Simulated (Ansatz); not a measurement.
HgSe under changes of volume

One of the cells (28.067 Å³/atom); the others are scaled copies at fixed shape and fractional positions:

```
CELL_PARAMETERS angstrom
0.00000 3.03900 3.03900
3.03900 0.00000 3.03900
3.03900 3.03900 0.00000
ATOMIC_POSITIONS crystal
Hg 0.00000 0.00000 0.00000
Se 0.75000 0.75000 0.75000
```

* Program: Ansatz 0.2.0
* Functional: PBE
* Potentials or basis: SPMS NC
* Cutoff: 816 eV (not typed: the program's choice for these potentials)
* k mesh: 8 × 8 × 8
* Occupations: fermi-dirac, width 0.05 eV
* Spin: no spin polarisation

| volume (Å³/atom) | energy over the lowest point (meV/atom) | pressure (GPa) |
| --- | --- | --- |
| 26.383 | 102.21 | 9.3 |
| 26.944 | 72.80 | 7.6 |
| 27.505 | 49.04 | 6.0 |
| 28.067 | ? | ? |
| 28.628 | 16.34 | 3.4 |
| 29.189 | 6.35 | 2.3 |
| 29.751 | 0.00 | 1.3 |

Q: What does the run at 28.067 Å³/atom give?

A: Energy over the lowest point 30.42 meV/atom; pressure 4.6 GPa.

Worked out: A Birch-Murnaghan fit of order 3 (a polynomial in V^(-2/3)) to the other rows has its minimum at 30.62 Å³/atom, just outside them, with B0 = V·E''(V) = 43 GPa and B' = 5.0. It gives 30.40 meV/atom at 28.067 Å³/atom, against the run's 30.42, and -dE/dV = 4.6 GPa, against 4.6.

Energies are extrapolated to zero smearing.
